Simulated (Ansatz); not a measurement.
## Relaxing Zn

All numbers below come from DFT PBE, scalar-relativistic, plane waves, PAW in Ansatz 0.2.0. Settings: 420 eV cutoff, 20×20×20 k-mesh, Gaussian smearing of 0.10 eV, no spin polarisation.

What was changed in Hg: Hg → Zn on all its sites, cell and atoms relaxed.

Input:

```yaml
crystal:
  lattice:
    - [-1.7141539032, 1.7141539032, 1.3139927578]
    - [1.7141539032, -1.7141539032, 1.3139927578]
    - [1.7141539032, 1.7141539032, -1.3139927578]
  atoms:
    - { symbol: Zn, position: [0.0, 0.0, 0.0] }
basis:
  ecutwfc: 420
kpoints:
  mp_grid: { grid: [20, 20, 20] }
hamiltonian:
  xc: pbe
scf:
  occupations: { method: gaussian, width: 0.1 }
output:
  forces: true
  stress: true
  eigenvalues: true
relax:
  adjacent_minimum: "off"
  f_tol: 0.01
  max_steps: 60
  cell: { stress_tol: 0.1 }
```

F is the free energy. Steps run on the plane waves of an earlier cell, but the last one, and at times one on the way, on a freshly chosen basis, so a repeated geometry can differ a little in energy.

Steps:

```
step F − F(1) (eV) largest force component (eV/Å) V (Å³/atom) P (GPa)
   1         0.0000                           0.000       15.444    -0.01
   2        -0.0008                           0.000       15.486    -0.02
   3        -0.0010                           0.000       15.513     0.03
   4        -0.0010                           0.000       15.520    -0.02
   5        -0.0011                           0.000       15.520    -0.01
```

Relaxed structure:

```cif
data_structure
_symmetry_space_group_name_H-M 'P 1'
_symmetry_Int_Tables_number 1
_cell_length_a 2.7667
_cell_length_b 2.7667
_cell_length_c 2.7667
_cell_angle_alpha 102.802
_cell_angle_beta 102.802
_cell_angle_gamma 123.838
_cell_volume 15.52
loop_
_atom_site_label
_atom_site_type_symbol
_atom_site_fract_x
_atom_site_fract_y
_atom_site_fract_z
_atom_site_occupancy
Zn1 Zn 0.00000 0.00000 0.00000 1
```

The structure is tetragonal, space group I4/mmm (No. 139). Conventional cell: a = 3.452 Å, b = 3.452 Å, c = 2.605 Å, α = 90.00°, β = 90.00°, γ = 90.00°. Zn (site symmetry 4/mmm) is surrounded by 10 Zn at 2.60 to 2.77 Å.

The run converged. The run took roughly 40 core-seconds.